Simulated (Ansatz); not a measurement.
# Electron scattering at the Σ5 (210) boundary in fcc Al with Zr (substitutional), part 2 of 2

Wanted: what the Σ5 (210) boundary in fcc Al with Zr (substitutional) costs an interconnect.

Ansatz 0.2.0; Ansatz plane-wave DFT, PBE, PAW files; relaxation of a bicrystal slab with its lowest layers held; PAW set soft_1 (the session's first sound run).

So far. Step 2 (Relaxing the bicrystal): The largest force component on a free atom ends at 0.014 eV/Å, under the tolerance of 0.03, after 22 steps.

## 3. Transmission across the boundary

Bulk layers of each grain are laid under and over the relaxed boundary, and a lead is named in the middle of each, away from the free faces. The mesh across the current, 18×18, is finer than the density's, because channels open and close sharply across the zone. Energies from -0.1 to 0.1 eV in steps of 0.05 eV are too few for the program's thermal sum, so it prints no conductance; for a metal the transmission near the Fermi level serves, at a fraction of the cost.

This step: Ansatz plane-wave DFT, PBE, PAW files; ballistic transport by layer matching (Landauer), zero bias; boundary relaxed in a short slab, bulk layers laid on; PAW set soft_1 (Ansatz 0.2.0).

System of this step: Σ5 (210) boundary in fcc Al with Zr (substitutional). The cell holds 47 atoms: 46 Al and 1 Zr. Its edges and angles: a = 4.958 Å, b = 4.048 Å, c = 50.223 Å, α = 90.0°, β = 90.0°, γ = 65.9°. It derives from Al. Regions: lower grain, 19 atoms (19 Al); boundary, 13 atoms (12 Al and 1 Zr); upper grain, 15 atoms (15 Al). Vacuum lies along c.

Input file input.yaml:

```yaml
crystal:
  lattice:
    - [4.957730497, 0.0, 0.0]
    - [1.6525768323, 3.6952741352, 0.0]
    - [0.0, 0.0, 50.2226180278]
  atoms:
    - { symbol: Al, position: [-15.0, 7.5000000002, 0.07964539] }
    - { symbol: Al, position: [-14.4, 7.2000000002, 0.0976682181] }
    - { symbol: Al, position: [-13.8, 6.9000000002, 0.1156910461] }
    - { symbol: Al, position: [-13.2, 6.6000000002, 0.1337138742] }
    - { symbol: Al, position: [-12.6, 6.3000000002, 0.1517367022] }
    - { symbol: Al, position: [-12.0, 6.0000000002, 0.1697595303] }
    - { symbol: Al, position: [-11.4, 5.7000000001, 0.1877823583] }
    - { symbol: Al, position: [-10.8, 5.4000000001, 0.2058051864] }
    - { symbol: Al, position: [-10.2, 5.1000000001, 0.2238280144] }
    - { symbol: Al, position: [-9.6, 4.8000000001, 0.2418508425] }
    - { symbol: Al, position: [-9.0, 4.5000000001, 0.2598736705] }
    - { symbol: Al, position: [-8.4, 4.2000000001, 0.2778964986] }
    - { symbol: Al, position: [-7.8, 3.9000000001, 0.2959193266] }
    - { symbol: Al, position: [-7.2, 3.6000000001, 0.3139421547] }
    - { symbol: Al, position: [-6.6, 3.3000000001, 0.3319649828] }
    - { symbol: Al, position: [-6.0, 3.0, 0.3499878108] }
    - { symbol: Al, position: [-5.4, 2.7, 0.3680106389] }
    - { symbol: Al, position: [-4.8, 2.4, 0.3860334669] }
    - { symbol: Al, position: [-4.2, 2.1, 0.404056295] }
    - { symbol: Al, position: [0.4, 0.8, 0.422079123] }
    - { symbol: Al, position: [1.0144786687, 0.4927606656, 0.4402684816] }
    - { symbol: Al, position: [0.6252138811, 0.1873930595, 0.4580919607] }
    - { symbol: Al, position: [0.2397172245, 0.8801413878, 0.4759141481] }
    - { symbol: Al, position: [0.8350436232, 0.5824781884, 0.4942568573] }
    - { symbol: Al, position: [0.4479386968, 0.2760306516, 0.5132577004] }
    - { symbol: Zr, position: [0.0436817308, -0.0218408654, 0.5314918324] }
    - { symbol: Al, position: [0.6337979246, 0.6831010377, 0.5500404027] }
    - { symbol: Al, position: [-0.1654705712, 1.0827352856, 0.5845729011] }
    - { symbol: Al, position: [0.2491162427, 0.3754418786, 0.5699526301] }
    - { symbol: Al, position: [0.5447682548, 0.7276158726, 0.6127209441] }
    - { symbol: Al, position: [-0.0239726228, 1.0119863114, 0.6343515708] }
    - { symbol: Al, position: [0.3664444195, 0.3167777903, 0.6500121892] }
    - { symbol: Al, position: [-5.2335555805, 2.6167777903, 0.6680350172] }
    - { symbol: Al, position: [-5.8335555805, 2.9167777903, 0.6860578453] }
    - { symbol: Al, position: [-6.4335555805, 3.2167777903, 0.7040806734] }
    - { symbol: Al, position: [-7.0335555805, 3.5167777903, 0.7221035014] }
    - { symbol: Al, position: [-7.6335555805, 3.8167777903, 0.7401263295] }
    - { symbol: Al, position: [-8.2335555805, 4.1167777903, 0.7581491575] }
    - { symbol: Al, position: [-8.8335555805, 4.4167777903, 0.7761719856] }
    - { symbol: Al, position: [-9.4335555805, 4.7167777903, 0.7941948136] }
    - { symbol: Al, position: [-10.0335555805, 5.0167777904, 0.8122176417] }
    - { symbol: Al, position: [-10.6335555805, 5.3167777904, 0.8302404697] }
    - { symbol: Al, position: [-11.2335555805, 5.6167777904, 0.8482632978] }
    - { symbol: Al, position: [-11.8335555805, 5.9167777904, 0.8662861258] }
    - { symbol: Al, position: [-12.4335555805, 6.2167777904, 0.8843089539] }
    - { symbol: Al, position: [-13.0335555805, 6.5167777904, 0.9023317819] }
    - { symbol: Al, position: [-13.6335555805, 6.8167777904, 0.92035461] }
kpoints:
  mp_grid: { grid: [7, 7, 1] }
hamiltonian:
  xc: pbe
  pseudopotentials: { kind: paw, azcp: { folder: soft_1 } }
scf:
  occupations: { method: fermi_dirac, width: 0.1 }
output:
  transmission:
    leads: [[10, 11], [38, 39]]
    kmesh: [18, 18]
    e_range: [-0.1, 0.1]
    de: 0.05
  write_potential: true
  write_density: true
  volumetric_format: npy
  elf: true
```

On the command line:

```sh
$ ansatz run input.yaml --threads 4 --pin off --max-ram 15360MiB --backend cpu --events-out ev --progress --plain --runs-dir out
```

Numbers of over 12 decimals in the logs are rounded to 6 here.

What it wrote:

```text
[...]
Crystal: 47 atoms, lattice volume = 920.087 Å³
Basis set: ecut = 420 eV, 18031 PW (Γ)
Bands: 122, of which v1, the nominal top of the filled ones, is band 75 counted from 1 (74 counted from 0)
Symmetry: 2 space group operations
[...]
k-points: 16 of 49 (time reversal used)
[...]
SCF iter   1: F=—  HF=-28912.496457 eV  |F-HF|=—  |Δ(HF+E_count)|=         —  Δρ=2.56e-2  dr2=2.05e2  ethr=3.10e-3  ⟨swp⟩=7.9  Hψ=10577  notcnv=0  defer=93
[...]
SCF iter   9: F=-28907.669898 eV  HF=-28907.669898 eV  |F-HF|=1.58e-8  |Δ(HF+E_count)|=   8.73e-8  Δρ=8.93e-7  dr2=2.46e-8  ethr=6.67e-11  ⟨swp⟩=22.2  Hψ=10432  notcnv=0
SCF 1 converged in 9 iterations: F = -28907.669898 eV  dr2 = 2.46e-8
[...]
transmission: 360 of 3549 steps passed
transmission: 718 of 3549 steps passed
[...]
transmission: 3549 of 3549 steps passed
WARN: The output density's exchange-correlation potential varies sharply where the density is thin. Do not read a vacuum level from v_tot or v_xc, or from such a field of the output density. On a cell that repeats whose density bears no net charge and no dipole along the vacuum's axis use v_es (v_loc + v_h of the components); under efield.dipole_correction with no amplitude use v_es + v_field, which holds any externa [...]
SCF converged after 9 iterations
Free energy (F): -28907.669898 eV
[...]
Internal energy: -28907.026156 eV  (E = F + TS)
E sigma→0 (E₀):  -28907.348027 eV
Entropy (-TS):   -0.643742 eV (-13.697 meV/atom)
Fermi energy:    6.266210 eV
[...]
--- Band table (eV; the first three rows and the last of 16) ---
  k-point 0: bands = [... 71 lower, 6.1116, 6.1869, 6.3488, 6.4781, 6.4964, 6.5058, 6.5366, 6.5725, ... 43 higher]
  k-point 1: bands = [... 71 lower, 5.5569, 5.5836, 5.6501, 5.8050, 5.9168, 5.9537, 6.0578, 6.0976, ... 43 higher]
  k-point 2: bands = [... 71 lower, 5.3262, 5.4637, 5.5794, 5.6416, 5.6645, 5.8033, 5.8879, 6.1189, ... 43 higher]
  k-point 15: bands = [... 71 lower, 7.0371, 7.1589, 7.2165, 7.2612, 7.4619, 7.4806, 7.5391, 7.7245, ... 43 higher]
--- Transmission ---
  basis      : 161 plane waves across, 39 finite elements along
  points     : 91, standing for a mesh of 18 x 18
  energies   : 5 from -0.100000 to 0.100000 eV about the Fermi level, 0.050000 eV apart; the leads are filled to 0.000000 eV, and channels, transmission and decay are at 0.000000 eV
  crystal 0  : Al3, at the sites [10, 11], period 2.7155 Å, over 18.10 Å; its Hamiltonian steps by up to 31.6 meV: too much for a lead, lay more layers or, if its atoms are ordered, name the step of that order
    offset         : up to 0.0000 Å between an atom of the period and one for which it stands
    channels       : 3.564815e0 a spin
    conductance    : none, the energies end too early or step too widely for 300 K: set another output.transmission.e_range or a lower de, or, where they end at an eighth of basis.ecutwfc, a higher one
[...]
channels       : 3.552469e0 a spin
[...]
junction   : crystal 0 to crystal 1, 12.84 to 36.96 Å
    transmission   : 1.402931e0 a spin
[...]
```

Wall time 11 min (4 threads of Arm Neoverse N1, shared host); peak memory 3.5 GiB; 40 min of CPU time.

Reading the cycles: dr2 is the Hartree energy of the density residual (eV), the measure of convergence; HF is the Harris–Foulkes estimate of the energy, which meets the free energy F at convergence.

This step gave:

```
free energy                                    : -28907.6699 eV
energy at zero smearing                        : -28907.3480 eV
Fermi energy                                   : 6.266 eV
cell area                                      : 18.32 Å²
transmission per spin nearest the Fermi level  : 1.403
open channels per spin nearest the Fermi level : 3.565
open channels per spin, upper lead             : 3.552
step of the lead's potential                   : 31.6 meV
step of the upper lead's potential             : 58.9 meV
```

Per spin. The transmission, zone mean by energy, zero at the Fermi level:

| energy (eV) | transmission, zone mean |
| --- | --- |
| -0.1000 | 1.37 |
| -0.0500 | 1.38 |
| 0.0000 | 1.40 |
| 0.0500 | 1.43 |
| 0.1000 | 1.46 |

Per spin. Open channels, zone mean against energy, zero at the Fermi level:

| energy (eV) | lead | upper lead |
| --- | --- | --- |
| -0.1000 | 3.44 | 3.42 |
| -0.0500 | 3.52 | 3.51 |
| 0.0000 | 3.56 | 3.55 |
| 0.0500 | 3.63 | 3.63 |
| 0.1000 | 3.65 | 3.65 |

Transmission over k1 and k2. At 0.0000 eV from the Fermi level.

Values, 12 rows by 16 columns, each cell a mean:
```
1.61 1.60 1.47 1.27 1.34 1.54 1.61 1.59 1.14 0.65 0.80 1.27 1.14 0.72 0.74 1.25
1.74 1.55 1.17 1.13 1.35 1.71 1.78 1.70 1.25 1.12 1.40 1.56 1.30 1.13 1.48 1.74
1.54 1.12 1.20 1.15 1.43 1.68 1.78 1.80 1.60 1.41 1.16 1.49 1.64 1.69 1.77 1.71
1.70 1.67 1.71 1.61 1.37 1.43 1.62 1.97 1.70 1.41 1.29 1.78 1.83 1.62 1.28 1.58
1.44 1.51 1.50 1.63 1.44 1.34 1.54 1.49 1.20 1.28 1.32 1.62 1.39 1.37 1.55 1.44
1.15 1.14 1.23 1.43 1.32 1.46 1.54 1.21 0.87 1.22 1.46 1.45 1.33 1.39 1.38 1.17
1.10 1.19 1.51 1.33 1.41 1.52 1.22 1.17 1.13 1.33 1.48 1.35 1.40 1.55 1.20 1.14
1.77 1.57 1.29 1.49 1.73 1.77 1.47 1.45 1.60 1.85 1.57 1.29 1.41 1.73 1.81 1.86
1.57 1.67 1.70 1.75 1.75 1.54 0.89 1.44 1.71 1.85 1.71 1.65 1.47 1.23 1.37 1.19
1.73 1.79 1.65 1.35 1.39 1.46 1.44 1.28 1.40 1.74 1.81 1.70 1.26 1.09 1.02 1.37
1.64 1.38 0.95 0.85 1.29 1.46 0.95 0.80 1.29 1.63 1.66 1.60 1.34 1.25 1.50 1.67
0.86 0.87 1.07 1.03 0.99 1.19 1.08 0.65 0.76 1.05 1.42 1.30 1.04 1.30 1.38 1.00
```
Columns: k1 (b1) from -0.5 to 0.444; rows upwards: k2 (b2) from -0.5 to 0.444.

Open channels over k1 and k2. At 0.0000 eV from the Fermi level.

Ten even steps from '_' (1.00) to '@' (6.00):
```
========**==========::::==**==::::==
==************========********======
****==%%==******====****==****====**
**==****==**************************
**======********%%****__****%%******
============**%%%%**::::**%%%%**====
********==**==%%**======**%%==**==**
========**::%%****====****%%::**====
**********%%%%@@%%==%%@@%%%%********
======**::%%****====****%%::**======
****==**==%%**======**%%==**==******
======**%%%%**::::**%%%%**==========
********%%****__****%%********======
****************************==****==
****====****==****====******==%%==**
========********========************
====::::==**==::::==========**======
::::============::::::============::
```
Columns: k1 (b1) from -0.5 to 0.444; rows upwards: k2 (b2) from -0.5 to 0.444.

ELF in the cb plane at fractional x = 0.000, with atoms of Al and Zr within 0.2 Å of it. It is the smooth field of the valence electrons, not physical close to the nuclei.

Values, 6 rows by 16 columns, each cell a mean:
```
0.53 0.54 0.62 0.41 0.38 0.56 0.57 0.31 0.68 0.45 0.61 0.55 0.71 0.28 0.43 0.61
0.58 0.61 0.58 0.53 0.52 0.58 0.62 0.43 0.24 0.26 0.64 0.55 0.40 0.43 0.61 0.60
0.51 0.58 0.52 0.31 0.28 0.60 0.43 0.61 0.38 0.48 0.56 0.35 0.14 0.21 0.49 0.56
0.52 0.60 0.53 0.37 0.32 0.60 0.51 0.59 0.29 0.42 0.59 0.39 0.18 0.26 0.52 0.58
0.59 0.59 0.61 0.52 0.52 0.57 0.62 0.36 0.39 0.28 0.65 0.59 0.51 0.43 0.61 0.60
0.49 0.51 0.61 0.37 0.34 0.55 0.55 0.31 0.64 0.50 0.59 0.50 0.76 0.29 0.36 0.60
```
Columns run along c (16.0 Å, from fractional 0.36 to 0.68 of the cell), rows up along b (4.0 Å). Atoms in or near the plane, at fractional coordinates: Al at (0.44, 0.49), Zr at (0.53, 0.98), Al at (0.63, 0.01).

Valence density in the cb plane at fractional x = 0.000, with atoms of Al and Zr within 0.2 Å of it. It is the smooth field of the valence electrons, not physical close to the nuclei.

Values in e/Å³, 6 rows by 16 columns, each cell a mean:
```
0.2 0.2 0.2 0.2 0.1 0.2 0.2 0.4 2.9 1.1 0.2 0.2 0.2 0.1 0.2 0.2
0.2 0.2 0.2 0.2 0.2 0.2 0.2 0.2 0.4 0.2 0.2 0.2 0.1 0.1 0.2 0.2
0.2 0.2 0.2 0.1 0.1 0.2 0.2 0.2 0.2 0.2 0.2 0.1 0.1 0.1 0.2 0.2
0.2 0.2 0.2 0.2 0.2 0.2 0.2 0.2 0.2 0.2 0.2 0.1 0.1 0.1 0.2 0.2
0.2 0.2 0.2 0.2 0.2 0.2 0.2 0.2 0.9 0.4 0.2 0.2 0.1 0.2 0.2 0.2
0.2 0.2 0.2 0.2 0.1 0.2 0.2 0.4 3.5 1.5 0.2 0.2 0.2 0.1 0.2 0.2
```
Columns run along c (16.0 Å, from fractional 0.36 to 0.68 of the cell), rows up along b (4.0 Å). Atoms in or near the plane, at fractional coordinates: Al at (0.44, 0.49), Zr at (0.53, 0.98), Al at (0.63, 0.01).

Electrostatic potential energy in the cb plane at fractional x = 0.000, with atoms of Al and Zr within 0.2 Å of it. With pseudopotentials it is smooth inside the atoms' cores, unlike the true potential.

Ten even steps from '0' (-26 eV) to '9' (9 eV), each cell a mean:
```
47888667899999888899730000488754588648855887
58998878999999988899861002689876789854457898
88988889887678999888886557899888999987778998
98878899854547898767888888998889999999999888
98766898748965888545789999988889999999999878
98756788659965887544689999988889999999998877
98777899746656898656789999998889999999999888
89888899875568998878888778899889999998889988
78998888988889998899874125799887899875568998
47998777899999888899840000588755688746646887
46887657899999887899720000388644578659965886
```
Columns run along c (16.0 Å, from fractional 0.36 to 0.68 of the cell; values clipped at the 3rd and 97th percentile), rows up along b (4.0 Å). Atoms in or near the plane, at fractional coordinates: Al at (0.44, 0.49), Zr at (0.53, 0.98), Al at (0.63, 0.01).

Over the solved energies the transmission per spin lies between 1.37 and 1.46, out of 3.56 channels of the lead on average (up to 3.65). The log calls the step of a lead's potential too much.

## 4. Specific resistance

This step: Ansatz plane-wave DFT, PBE, PAW files; ballistic transport by layer matching (Landauer), zero bias; specific resistance of the boundary; PAW set soft_1 (Ansatz 0.2.0).

This step gave:

```yaml
area_resistance: 1.015 fΩ m²
t_over_the_leads_mean_channel_count: 0.3958
```

Averaged over the energies near the Fermi level, 39.6 % of the channels pass, which makes 1.02 fΩ m².

By hand, with T and the leads' channels N averaged over the energies near the Fermi level: RA = A (h/2e²)(1/T − ½[1/N₁ + 1/N₂]) = 18.32×10⁻²⁰ m² × 12 906 Ω × (1/1.407 − ½[1/3.560 + 1/3.551]) = 1.02 fΩ m².

## 5. Summary of results

- specific resistance of the boundary: 1.02 fΩ m²
- share of channels that pass: 0.396

**Reading.** The boundary has a specific resistance of 1.0 fΩ m². The boundary reflects 60 % of the channels; 1.0 fΩ m² is 10×10⁻¹² Ω·cm². That equals the resistance of 37 nm of bulk Al at 300 K (measured 2.733 µΩ cm, CRC Handbook of Chemistry and Physics, 84th ed., 2003, Electrical Resistivity of Pure Metals). One Zr in 18.3 Å² of boundary is a high coverage. In the relaxation the upper grain slid sideways by about 2.0 Å, so the result belongs to the position that it found, not to the starting one. Each plane of this narrow cell holds one atom, so the solute fills a whole plane. One starting structure was relaxed; another shift or atom count at the boundary may lie lower. A lead's potential steps by up to 59 meV from period to period, which the log calls too much, so longer leads could move the result.

[Logs are printed without paths, hosts, clocks, repeated set-up lines and the standing remarks that a program may print on its own settings, such as how far it seeks lower states.]

[Hosts, paths, dates, database ids (printed as entryN), source tags and the programs' standing remarks are cut or masked in the printed files.]
